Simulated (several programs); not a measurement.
**Many methods on one cell: BaTiO3 (P4mm)**

Measured values to be reproduced:
- volume: 12.87 Å³ an atom (from the lattice constants; a of tetragonal phase; 300 K; “Giant and reversible extrinsic magnetocaloric effects in La0.7Ca0.3MnO3 films due to strain”; Twinned BaTiO3 substrate measured beneath an LSMO film; room temperature, close to the orthorhombic-tetragonal transition; 2012; arxiv:1209.6516)

BaTiO3 (started from an entry of an open crystallographic database), relaxed with r2SCAN in Ansatz, was computed with several methods. The symmetry is P4mm (No. 99, tetragonal); conventional cell a = 3.972 Å, c = 4.112 Å, 12.98 Å³ an atom. Around Ba lie 12 O at 2.79–2.92 Å; around Ti lie 6 O at 1.82–2.29 Å; around O lie 2 Ti at 1.82–2.29 Å and 4 Ba at 2.81 Å; around O lie 2 Ti at 1.99 Å and 4 Ba at 2.79–2.92 Å. (Simulation; spin polarisation is off.)

Space group P4mm (No. 99). a = 3.972 Å, b = 3.972 Å, c = 4.112 Å, α = 90.00°, β = 90.00°, γ = 90.00°
```
atom  site  symmetry       x       y       z
  Ba    1a       4mm  0.0000  0.0000  0.9956
  Ti    1b       4mm  0.5000  0.5000  0.4775
   O    1b       4mm  0.5000  0.5000  0.0345
   O    2c      2mm.  0.5000  0.0000  0.5176
```

Gaps and times are for a single point on this cell; volume and bulk modulus come from each method's own relaxation or energy curve at fixed shape, which is too stiff where a cell has free coordinates or axes. Times are rough, from shared hosts (AMD EPYC 7R13 Processor; Arm Neoverse N1; Arm Neoverse V1), and each method has its own mesh and cell size. A double dagger marks a value from a curve with shape and coordinates held. A star marks a curve whose lowest point is an end point. PM6 (MOPAC), PM7 (MOPAC) treat a cluster of cells at its zone centre, which samples few k points: where these miss a band edge, the gap comes out too large for that reason alone. Gaps from k meshes are read at a limited set of points (mesh, symmetry points, PBE's band edges), so each method's own least gap may be somewhat smaller. xTB and the PM methods were fitted mostly to molecules, and can miss a solid's gap by electronvolts. Minimal bases can be far off for gaps. Times of the plane-wave ladder aren't listed, since it ran on unlike processors and cards. GLLB-SC's gap includes the derivative discontinuity. d marks a direct gap, i an indirect one (no mark: not told apart), a dash a value that wasn't computed or didn't pass its checks.

```
                              method              kind  gap (eV)  own volume (Å³/atom)  bulk modulus (GPa)  atoms computed  processor time
                              PBEsol         semilocal         –                 12.66                   –               5               –
light PBE (260 eV and a coarse mesh)  light plane-wave    1.68 i                     –                   –               5           1.2 s
                                 LDA         semilocal    1.78 i                 12.26                   –               5               –
                         PM7 (MOPAC)    semi-empirical      2.49                13.80‡                264‡         cluster           8.9 s
                                 PBE         semilocal    1.87 i                 13.34                155‡               5               –
                      PBE/SZV (CP2K)       small basis    1.25 i               14.13*‡               146*‡               5            14 s
                              r2SCAN         semilocal    2.23 i                 12.98                175‡               5               –
                      GLLB-SC (GPAW)   model potential      3.75                     –                   –               5            23 s
                             PBE+SOC         semilocal    1.87 i                     –                   –               5               –
                     PBE/DZVP (CP2K)       small basis    1.74 i                13.38‡                158‡               5            42 s
                         PM6 (MOPAC)    semi-empirical      3.02                     –                   –         cluster            95 s
                             r2SCANh            hybrid    3.05 i                     –                   –               5               –
                               HSE06            hybrid    3.31 i                     –                   –               5               –
                            DDH-PBE0            hybrid    3.30 i                     –                   –               5               –
                                PBE0            hybrid    4.06 i                     –                   –               5               –
```

Against HSE06 (3.31 eV) and with closed or daggered gaps left aside, the nearest gap at the points sampled is that of DDH-PBE0 (-0.01 eV) and the farthest that of PBE/SZV (CP2K) (-2.06 eV). HSE06 is only a yardstick of convenience, and nearness to it can be luck.

Volumes against r2SCAN's: PBEsol -2.5 %, LDA -5.6 %, PBE +2.8 %.

Runs without a result: GFN1-xTB (tblite) (single point), GFN2-xTB (tblite) (single point).

Comparison with experiment:
- Volume, measured 12.87 Å³ an atom: PBEsol -1.7 %, LDA -4.8 %, PBE +3.7 %, r2SCAN +0.8 %.
The calculations are for a static lattice; samples hold vibrations, temperature and, in optical gaps, excitons. A measured value is shown where most reports agree with it, and only for the quantities listed.

Only the rows marked +SOC include spin-orbit coupling.
